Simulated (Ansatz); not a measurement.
A run of Ansatz 0.2.0:

File input.yaml:

```yaml
crystal:
  lattice:
    - [-1.66395, 1.66395, 1.66395]
    - [1.66395, -1.66395, 1.66395]
    - [1.66395, 1.66395, -1.66395]
  atoms:
    - { symbol: Nb, position: [0.0, 0.0, 0.0] }
hamiltonian:
  xc: pbesol
  pseudopotentials: { kind: paw }
kpoints:
  mp_grid: { grid: [11, 11, 11] }
scf:
  occupations: { method: fermi_dirac, width: 0.05 }
output:
  forces: true
  stress: true
  eigenvalues: true
  write_density: true
  write_potential: true
  elf: true
  volumetric_format: npy
relax:
  f_tol: 0.01
  max_steps: 40
  cell: { stress_tol: 0.05, p_target: 10.0 }
```

Potentials or basis: Ansatz PAW.

The run is started by

```sh
$ ansatz run input.yaml --threads 2 --pin off --max-ram 5632MiB --backend cpu --events-out ev --progress --plain --runs-dir out
```

Hardware: 2 threads of Arm Neoverse N1 (shared host).

Problem. Estimate the wall time of this run.

Solution. It took 3.8 s on 2 threads of Arm Neoverse N1, with other jobs on the host, peak memory 0.27 GiB. Counts: scf iterations 23, plane waves 321, k points 56, bands 11, ion steps 5.
